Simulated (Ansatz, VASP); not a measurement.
# SiC in VASP and in Ansatz

Contents of INCAR:

```
SYSTEM = SiC
  PREC = Accurate
  ENCUT = 520
  EDIFF = 1E-6
  ISMEAR = 0
  SIGMA = 0.05
  LREAL = .False.
  LASPH = .True.
  NELM = 80
  ALGO = Normal
  ISIF = 2
  LWAVE = .False.
  LCHARG = .False.
  GGA = PS
  NBANDS = 26
```

KPOINTS

```
regular mesh
0
Gamma
  12 12 4
  0 0 0
```

File POSCAR:

```
SiC
1.0
    2.9344000000      0.0000000000      0.0000000000
   -1.4672000000      2.5412649449      0.0000000000
    0.0000000000      0.0000000000      9.8071000000
Si C
4 4
Direct
    0.6666666667      0.3333333333      0.9378278494
    0.3333333333      0.6666666667      0.4378278494
    0.0000000000      0.0000000000      0.6878973398
    0.0000000000      0.0000000000      0.1878973398
    0.6666666667      0.3333333333      0.7498191768
    0.3333333333      0.6666666667      0.2498191768
    0.0000000000      0.0000000000      0.5004546340
    0.0000000000      0.0000000000      0.0004546340
```

Input for Ansatz:

```yaml
crystal:
  lattice:
    - [2.9344, 0.0, 0.0]
    - [-1.4672, 2.5412649449, 0.0]
    - [0.0, 0.0, 9.8071]
  atoms:
    - { symbol: Si, position: [0.6666666667, 0.3333333333, 0.9378278494] }
    - { symbol: Si, position: [0.3333333333, 0.6666666667, 0.4378278494] }
    - { symbol: Si, position: [0.0, 0.0, 0.6878973398] }
    - { symbol: Si, position: [0.0, 0.0, 0.1878973398] }
    - { symbol: C, position: [0.6666666667, 0.3333333333, 0.7498191768] }
    - { symbol: C, position: [0.3333333333, 0.6666666667, 0.2498191768] }
    - { symbol: C, position: [0.0, 0.0, 0.500454634] }
    - { symbol: C, position: [0.0, 0.0, 0.000454634] }
basis:
  ecutwfc: 520.0
kpoints:
  mp_grid: { grid: [12, 12, 4] }
hamiltonian:
  xc: pbesol
  pseudopotentials: { kind: paw, azcp: { folder: soft_1 } }
scf:
  occupations: { method: gaussian, width: 0.05 }
output:
  forces: true
  stress: true
  eigenvalues: true
```

Alike in both runs: task single point; functional PBEsol; k mesh 12 × 12 × 4; occupations gaussian, width 0.05 eV; no spin polarisation.

|  | VASP | Ansatz |
| --- | --- | --- |
| version | VASP 6.6.1 | Ansatz 0.2.0 |
| potentials or method | VASP PAW PBE potentials, release 64 (Si, C) | scalar-relativistic, plane waves, PAW |
| plane-wave cutoff (eV) | 520 | 520 |
| valence electrons in the cell | 32 | 32 |

|  | VASP | Ansatz | Ansatz less VASP |
| --- | --- | --- | --- |
| gap on the k mesh at the Fermi level (eV) | 2.01 | 2.02 | +0.010 |
| least direct gap on the mesh (eV) | 3.23 | 3.24 | +0.016 |
| rms of the force components (eV/Å) | 0.215 | 0.213 | -0.0016 |

Atom by atom the forces differ by 0.002 eV/Å (rms over components). The functional is the same, so the differences come from potentials, cutoffs and numerics. Ansatz warned: «pseudo_functional_mismatch».

Caveats: the PAW data sets were made with another functional, which shifts forces and pressure a little (VASP). A k mesh can miss the band edges.
